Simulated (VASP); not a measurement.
# Cd in VASP: a series of runs, part 2 of 2

VASP 6.6.1. The steps go on from the part before.

## Step 4: Single point, PBE

This run uses another cell than the first one: it holds 1 atom, not 2.

INCAR reads:

```
SYSTEM = Cd
PREC = Accurate ; ENCUT = 520
EDIFF = 1E-7 ; ISMEAR = 0
SIGMA = 0.1 ; LREAL = .False.
LASPH = .True. ; NELM = 60
ALGO = Fast ; ISIF = 2
LWAVE = .False. ; LCHARG = .False.
GGA = PE ; NBANDS = 12
```

KPOINTS reads:

```
regular mesh
0
Gamma
  24 24 24
  0 0 0
```

POSCAR reads:

```
Cd
1.0
    0.0000000000      2.8126149566      2.8130272773
    1.4733502531      0.0000000000      2.8130272773
    1.4733502531      2.8126149566      0.0000000000
Cd
1
Direct
    0.5000000000      0.5000000000      0.5000000000
```

Potentials or basis: VASP PAW PBE potentials, release 64 (Cd).

The run is started by

```sh
$ cat potpaw_PBE.64/Cd/POTCAR > POTCAR
$ mpirun -np 1 vasp_std > vasp.out
```

OUTCAR:

```text
SYSTEM = Cd
   PREC = Accurate
   ENCUT = 520
   EDIFF = 1E-7
   ISMEAR = 0
   LREAL = .False.
   LASPH = .True.
   NELM = 60
   ISIF = 2
   GGA = PE

 ion  position               nearest neighbor table
   1  0.500  0.500  0.500-

  LATTYP: Found a face centered orthorhombic cell.
 ALAT       =     2.9467005062
 B/A-ratio  =     1.9089927535
 C/A-ratio  =     1.9092726060

  Lattice vectors:

 A1 = (   0.0000000000,   2.8126149566,   2.8130272773)
 A2 = (   1.4733502531,   0.0000000000,   2.8130272773)
 A3 = (   1.4733502531,   2.8126149566,   0.0000000000)

Analysis of symmetry for initial positions (statically):
=====================================================================
 Subroutine PRICEL returns:
 Original cell was already a primitive cell.

 Routine SETGRP: Setting up the symmetry group for a
 face centered orthorhombic supercell.

 Subroutine GETGRP returns: Found  8 space group operations
 (whereof  8 operations were pure point group operations)
 out of a pool of  8 trial point group operations.

The static configuration has the point symmetry D_2h.

Analysis of symmetry for dynamics (positions and initial velocities):
=====================================================================
 Subroutine PRICEL returns:
 Original cell was already a primitive cell.

 Routine SETGRP: Setting up the symmetry group for a
 face centered orthorhombic supercell.

 Subroutine GETGRP returns: Found  8 space group operations
 (whereof  8 operations were pure point group operations)
 out of a pool of  8 trial point group operations.

The dynamic configuration has the point symmetry D_2h.

 Subroutine INISYM returns: Found  8 space group operations
 (whereof  8 operations are pure point group operations),
 and found     1 'primitive' translations

----------------------------------------------------------------------------------------

                                     Primitive cell

  volume of cell :      23.3142

[... 115 lines left out ...]
   LEPSILON=     F    determine dielectric tensor
   LRPA    =     F    only Hartree local field effects (RPA)
 non-spin polarized calculation
 RMM-DIIS sequential band-by-band and
 Gauss-broadening in eV      SIGMA  =   0.10
  energy-cutoff  :      520.00
  volume of cell :       23.31
 maximum number of plane-waves:       654
 NGX is ok and might be reduce to    30

 number of electron      11.9999999 magnetization

 Free energy of the ion-electron system (eV)
  ---------------------------------------------------
  ext. energy  EPLUGINS =         0.00000000
  ---------------------------------------------------
  free energy    TOTEN  =        -0.74662763 eV

  energy without entropy =       -0.74509355  energy(sigma->0) =       -0.74586059

 E-fermi :   2.3558     XC(G=0): -10.6183

 val. band max:        2.3457990147   @ k =   0.4167  -0.2083   0.3333
 cond. band min:       2.3560439224   @ k =  -0.3750   0.3750   0.1250
 fundamental gap:      0.0102449077
 Fermi energy:         2.3557833250

 k-point     1 :       0.0000    0.0000    0.0000
  band No.  band energies     occupation
      1      -6.9916      2.00000
      2      -6.8339      2.00000
      3      -6.3332      2.00000
      4      -6.3328      2.00000
      5      -6.0218      2.00000
      6      -5.9103      2.00000
      7      13.4854      0.00000
      8      13.4911      0.00000
      9      17.2440      0.00000
     10      17.7698      0.00000
     11      20.8021      0.00000
     12      20.8032      0.00000
[... 331 lines left out ...]
 k-point    24 :       0.4583    0.0417    0.0000
  band No.  band energies     occupation
      1      -7.0871      2.00000
      2      -7.0604      2.00000
      3      -6.2368      2.00000
      4      -5.9216      2.00000
      5      -5.7841      2.00000
      6      -0.1240      2.00000
      7       4.4193      0.00000
      8       9.9473      0.00000
      9      10.8941      0.00000
     10      14.7215      0.00000
     11      15.5373      0.00000
     12      20.4245      0.00000

 [... further k-points ...]

------------------------ aborting loop because EDIFF is reached ----------------------------------------

  FORCE on cell =-STRESS in cart. coord.  units (eV):
  Direction    XX          YY          ZZ          XY          YZ          ZX
  --------------------------------------------------------------------------------------
  -------------------------------------------------------------------------------------
  Total        0.0537505      0.0299366      0.0295963      0.0000000      0.0000000      0.0000000
  in kB        3.6937926      2.0572753      2.0338905      0.0000000      0.0000000      0.0000000
  external PRESSURE =       2.5949861 kB  Pullay stress =       0.0000000 kB

 VOLUME and BASIS-vectors are now :
 -----------------------------------------------------------------------------
  energy-cutoff  :      520.00
  volume of cell :       23.31
      direct lattice vectors                 reciprocal lattice vectors
     0.000000000  2.812614957  2.813027277    -0.339362619  0.177770512  0.177744455
     1.473350253  0.000000000  2.813027277     0.339362619 -0.177770512  0.177744455
     1.473350253  2.812614957  0.000000000     0.339362619  0.177770512 -0.177744455

 POSITION                                       TOTAL-FORCE (eV/Angst)
 -----------------------------------------------------------------------------------
      1.47335      2.81261      2.81303         0.000000      0.000000     -0.000000
 -----------------------------------------------------------------------------------
    total drift:                                0.000000     -0.000000      0.000000

  FREE ENERGIE OF THE ION-ELECTRON SYSTEM (eV)
  ---------------------------------------------------
  free  energy   TOTEN  =        -0.7466276309 eV

  energy  without entropy=       -0.7450935509  energy(sigma->0) =       -0.74586059
```

Wall time 3.2 min (1 thread of Intel Xeon 6975P-C (Granite Rapids), shared host); peak memory 0.6 GiB.

Results:

- Free energy: -0.7466 eV
- Pressure: 0.3 GPa
- Band gap on the k mesh: none (metal or under the smearing width)

## Step 5: Single point, PBE

This run uses another cell than the first one: it holds 4 atoms, not 2.

INCAR reads:

```
PREC = Accurate
ENCUT = 520
EDIFF = 1E-6
ISMEAR = 0
SIGMA = 0.1
LREAL = F
LASPH = T
NELM = 60
ALGO = Normal
ISIF = 2
LWAVE = F
LCHARG = F
GGA = PE
NBANDS = 32
```

KPOINTS reads:

```
regular mesh
0
Gamma
  6 6 2
```

POSCAR reads:

```
Cd
1.0
    2.9571940416     -1.4424089514      0.0000000000
    2.9571940416      1.4424089514      0.0000000000
    0.0000000000      0.0000000000     11.2312219222
Cd
4
Direct
    0.7499253418      0.2500746582      0.1249850064
    0.7500746582      0.2499253418      0.6249850064
    0.2500746582      0.7499253418      0.8750149936
    0.2499253418      0.7500746582      0.3750149936
```

Potentials or basis: VASP PAW PBE potentials, release 64 (Cd).

The run is started by

```sh
$ cat potpaw_PBE.64/Cd/POTCAR > POTCAR
$ mpirun -np 1 vasp_std > vasp.out
```

OUTCAR:

```text
PREC = Accurate
   ENCUT = 520
   EDIFF = 1E-6
   ISMEAR = 0
   LREAL = F
   LASPH = T
   NELM = 60
   ISIF = 2
   GGA = PE

 ion  position               nearest neighbor table
   1  0.750  0.250  0.125-   3 3.16   3 3.16   4 3.16   4 3.16
   2  0.750  0.250  0.625-   4 3.16   4 3.16   3 3.16   3 3.16
   3  0.250  0.750  0.875-   1 3.16   1 3.16   2 3.16   2 3.16
   4  0.250  0.750  0.375-   2 3.16   2 3.16   1 3.16   1 3.16

  LATTYP: Found a base centered orthorhombic cell.
[... 1043 lines left out ...]
  Direction    XX          YY          ZZ          XY          YZ          ZX
  --------------------------------------------------------------------------------------
  -------------------------------------------------------------------------------------
  Total        0.0342400      0.1538778      0.2699733      0.0000000     -0.0000000      0.0000000
  in kB        0.5725582      2.5731284      4.5144637      0.0000000     -0.0000000      0.0000000
  external PRESSURE =       2.5533834 kB  Pullay stress =       0.0000000 kB

 VOLUME and BASIS-vectors are now :
 -----------------------------------------------------------------------------
  energy-cutoff  :      520.00
  volume of cell :       95.81
      direct lattice vectors                 reciprocal lattice vectors
     2.957194042 -1.442408951  0.000000000     0.169079199 -0.346642330  0.000000000
     2.957194042  1.442408951  0.000000000     0.169079199  0.346642330  0.000000000
     0.000000000  0.000000000 11.231221922     0.000000000  0.000000000  0.089037507

 POSITION                                       TOTAL-FORCE (eV/Angst)
 -----------------------------------------------------------------------------------
      2.95719     -0.72099      1.40373         0.000000     -0.000127      0.000943
      2.95719     -0.72142      7.01935         0.000000      0.000127      0.000943
      2.95719      0.72099      9.82749         0.000000      0.000127     -0.000943
      2.95719      0.72142      4.21188         0.000000     -0.000127     -0.000943
 -----------------------------------------------------------------------------------
    total drift:                               -0.000000      0.000000      0.000000

  FREE ENERGIE OF THE ION-ELECTRON SYSTEM (eV)
  ---------------------------------------------------
  free  energy   TOTEN  =        -2.9976968843 eV

  energy  without entropy=       -2.9903916714  energy(sigma->0) =       -2.99404428
```

OSZICAR:

```text
N       E                     dE             d eps       ncg     rms          rms(c)
DAV:   1     0.380185362183E+03    0.38019E+03   -0.25229E+04  1664   0.149E+03
DAV:   2     0.766785977324E+01   -0.37252E+03   -0.35653E+03  1760   0.399E+02
DAV:   3    -0.312383714478E+01   -0.10792E+02   -0.10722E+02  1936   0.771E+01
DAV:   4    -0.315429290518E+01   -0.30456E-01   -0.30446E-01  1752   0.368E+00
DAV:   5    -0.315438255371E+01   -0.89649E-04   -0.89648E-04  1936   0.184E-01    0.497E+00
DAV:   6    -0.300096273930E+01    0.15342E+00   -0.46246E-01  1760   0.607E+00    0.410E+00
DAV:   7    -0.299603288146E+01    0.49299E-02   -0.46782E-02  1760   0.151E+00    0.212E+00
DAV:   8    -0.299751414408E+01   -0.14813E-02   -0.60672E-03  1744   0.750E-01    0.113E-01
DAV:   9    -0.299761538454E+01   -0.10124E-03   -0.87984E-05  1848   0.802E-02    0.474E-02
DAV:  10    -0.299769709476E+01   -0.81710E-04   -0.74529E-05  1736   0.703E-02    0.431E-03
DAV:  11    -0.299769688425E+01    0.21051E-06   -0.11522E-07  1152   0.263E-03
   1 F= -.29976969E+01 E0= -.29940443E+01  d E =-.730521E-02
```

stdout:

```text
POSCAR found type information on POSCAR Cd
 POSCAR found :  1 types and       4 ions
 scaLAPACK will be used
 LDA part: xc-table for (Slater+PW92), standard interpolation
 POSCAR, INCAR and KPOINTS ok, starting setup
 FFT: planning ... GRIDC
 FFT: planning ... GRID_SOFT
 FFT: planning ... GRID
 WAVECAR not read
 entering main loop
```

Wall time 26 s (1 thread of Intel Xeon 6975P-C (Granite Rapids), shared host); peak memory 0.22 GiB.

What came out:

```yaml
Free_energy: -2.9977 eV
Pressure: 0.3 GPa
Band_gap_on_the_k_mesh: none (metal or under the smearing width)
```

Caveat: the k mesh is coarse (spacing up to 0.40 Å⁻¹), so the values aren't converged.

## Step 6: Relaxation of cell and atoms, PBE

This run uses another cell than the first one: it holds 4 atoms, not 2.

INCAR reads:

```
ALGO = Normal
EDIFF = 1E-6
EDIFFG = -0.04
ENCUT = 600
GGA = PE
IBRION = 2
ISIF = 3
ISMEAR = 0
LASPH = T
LCHARG = F
LREAL = F
LWAVE = F
NELM = 80
NSW = 90
PREC = Accurate
SIGMA = 0.1
```

KPOINTS reads:

```
k-points
0
Gamma
  6 6 2
```

POSCAR reads:

```
Cd
1.0
    2.9411185330     -1.9438543578      0.0000000000
    2.9411185330      1.9438543578      0.0000000000
    0.0000000000      0.0000000000      7.9294663687
Cd
4
Direct
    0.8500000000      0.1500000000      0.1170000000
    0.6500000000      0.3500000000      0.6170000000
    0.1500000000      0.8500000000      0.8830000000
    0.3500000000      0.6500000000      0.3830000000
```

Potentials or basis: VASP PAW PBE potentials, release 64 (Cd).

The run is started by

```sh
$ cat potpaw_PBE.64/Cd/POTCAR > POTCAR
$ mpirun -np 1 vasp_std > vasp.out
```

Wall time 14 min (1 thread of Intel Xeon 6975P-C (Granite Rapids), shared host); peak memory 0.26 GiB.

It converged, with:

| Item | Value |
| --- | --- |
| Free energy | -2.9089 eV |
| Relaxed volume | 22.87 Å³/atom |
| Relaxed cell | a = 3.172 Å, b = 3.172 Å, c = 9.114 Å, α = 90.00°, β = 90.00°, γ = 94.24° |
| Space group after relaxing (to 0.05 Å) | Cmce (No. 64) |
| Energy gained by relaxing | 944.5 meV/atom |
| Ionic steps | 45 |
| Pressure after relaxing | 0.1 GPa |
| Largest force after relaxing | 0.012 eV/Å |
| Band gap on the k mesh | none (metal or under the smearing width) |

Forces on the atoms (eV/Å):
```
Cd   0.000  0.012  0.002
Cd   0.000 -0.012  0.002
Cd   0.000 -0.012 -0.002
Cd   0.000  0.012 -0.002
```

Stress tensor (GPa, compression positive):
```
0.15 0.00 0.00
0.00 0.24 0.00
0.00 0.00 0.02
```

Step by step:
```
step  energy change (eV)  largest force (eV/Å)  pressure (GPa)  volume (Å³)
   1              0.0000                7.8324           22.59        90.67
   3             -2.5770                0.4643           -2.17       133.46
   5             -3.2515                0.3995           -0.66       109.78
   7             -3.2604                0.3479           -0.26       108.26
   9             -3.3156                0.2388           -0.39       107.55
  11             -3.5480                0.2496           -2.86       104.50
  13             -3.5918                0.2299           -2.34       102.54
  15             -3.6284                0.4317            2.07        90.03
  17             -3.6604                0.4244            2.65        88.01
  19             -3.7292                0.1740           -0.26        92.95
  21             -3.7378                0.1180           -0.43        93.35
  23             -3.7511                0.0483            0.20        92.20
  25             -3.7523                0.0457            0.03        92.47
  27             -3.7530                0.0464           -0.19        92.91
  29             -3.7541                0.0442           -0.10        92.80
  31             -3.7564                0.0571           -0.33        93.01
  33             -3.7570                0.0561           -0.32        92.99
  35             -3.7576                0.0550           -0.29        92.90
  37             -3.7597                0.0586           -0.03        92.38
  39             -3.7644                0.0518            0.09        92.03
  41             -3.7679                0.0388            0.13        91.89
  43             -3.7725                0.0277           -0.27        92.48
  45             -3.7781                0.0119            0.14        91.47
```

Final structure:
```yaml
crystal:
  lattice:
    - [2.15868, -2.32453, 0.00000]
    - [2.15868, 2.32453, 0.00000]
    - [0.00000, 0.00000, 9.11438]
  atoms:
    - { symbol: Cd, position: [0.76153, 0.23847, 0.12509] }
    - { symbol: Cd, position: [0.73847, 0.26153, 0.62509] }
    - { symbol: Cd, position: [0.23847, 0.76153, 0.87491] }
    - { symbol: Cd, position: [0.26153, 0.73847, 0.37491] }
```

Levels at points of the mesh, in eV from the Fermi level:
```
           k point  band 20  band 21  band 22  band 23  band 24  band 25  band 26  band 27  band 28
(0.00, 0.00, 0.00)    -8.35    -8.22    -6.39    -6.38    -0.92     0.90     6.63     6.90     9.28
(0.50, 0.00, 0.00)    -8.33    -3.95    -3.95    -2.22    -2.22    -1.47    -1.47     4.23     4.23
(0.50, 0.50, 0.00)    -8.25    -1.15    -0.20     0.47     1.48     1.51     1.59     1.59     2.48
(0.00, 0.00, 0.50)    -8.38    -8.00    -8.00    -3.76    -3.76     4.62     4.62     7.56     7.56
(0.50, 0.00, 0.50)    -8.46    -3.47    -3.47    -3.43    -3.43     0.72     0.72     0.84     0.84
(0.50, 0.50, 0.50)    -8.26    -0.42    -0.42     0.55     0.55     0.77     0.77     2.11     2.11
```

Caveat: the k mesh is coarse (spacing up to 0.40 Å⁻¹), so the values aren't converged.

## Step 7: The runs side by side

| task | cell | k mesh | cutoff (eV) | mesh quality | gap on the mesh (eV) | pressure (GPa) | relaxed volume (Å³/atom) | largest force (eV/Å) |
| --- | --- | --- | --- | --- | --- | --- | --- | --- |
| relaxation of cell and atoms | relaxed | 6 × 6 × 6 | 600 | not flagged | none | 0.2 | 23.37 | 0.03 |
| single point | Cmce, 22.67 Å³/atom | 6 × 6 × 2 | 520 | coarse | none | 22.7 | - | 7.83 |
| single point | I4/mmm, 23.31 Å³/atom | 24 × 24 × 24 | 520 | not flagged | none | 0.3 | - | - |
| single point | Fmmm, 23.95 Å³/atom | 6 × 6 × 2 | 520 | coarse | none | 0.3 | - | - |
| relaxation of cell and atoms | relaxed | 6 × 6 × 2 | 600 | coarse | none | 0.1 | 22.87 | 0.01 |

Alike in all rows: level PBE; potentials or basis VASP PAW PBE potentials, release 64 (Cd); no spin polarisation; smearing gaussian 0.1 eV.

Caveats: some runs use coarse meshes; so large a pressure means that the cell lies far from this level's equilibrium, or that cutoff or potentials fall short (some runs); forces of over 1 eV/Å show positions far from the minimum, so gaps and moduli don't describe the material at rest (some runs).

Absolute energies hang on the potentials; compare differences alone.
